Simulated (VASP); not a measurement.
AgI: single point with PBE-based screened hybrid

AgI:

```
CELL_PARAMETERS angstrom
0.00000 3.28857 3.28857
3.28857 0.00000 3.28857
3.28857 3.28857 0.00000
ATOMIC_POSITIONS crystal
Ag 0.00000 0.00000 0.00000
I 0.25000 0.25000 0.25000
```

The cell was built by a generator and needn't be a form met in nature.

| Quantity | Value |
| --- | --- |
| Program | VASP 6.6.1 |
| Task | single point |
| Functional | PBE-based screened hybrid |
| Potentials or basis | VASP PAW PBE potentials, release 64 (Ag, I) |
| Cutoff | 520 eV |
| k mesh | 4 × 4 × 4 |
| Occupations | gaussian, width 0.01 eV |
| Spin | no spin polarisation |

| Item | Value |
| --- | --- |
| Pressure | 0.5 GPa |
| Band gap on the k mesh | 2.51 eV, direct |

Levels at points of the mesh, in eV from the valence-band top:
| k point | band 7 | band 8 | band 9 | band 10 | band 11 | band 12 |
| --- | --- | --- | --- | --- | --- | --- |
| (0.00, 0.00, 0.00) | 0.00 | 0.00 | 0.00 | 2.51 | 7.03 | 7.03 |
| (0.50, 0.00, 0.00) | -3.34 | -0.71 | -0.71 | 3.99 | 7.48 | 7.48 |
| (0.50, 0.50, 0.00) | -2.78 | -1.78 | -1.78 | 4.76 | 5.07 | 9.69 |

It took 11 min on 1 thread of Intel(R) Xeon(R) Platinum 8488C (Sapphire Rapids) (shared host), peak memory 0.32 GiB.

Caveat: the PAW data sets were made with another functional, which shifts forces and pressure a little; spin-orbit coupling is left out, which moves the levels of the heavy elements.
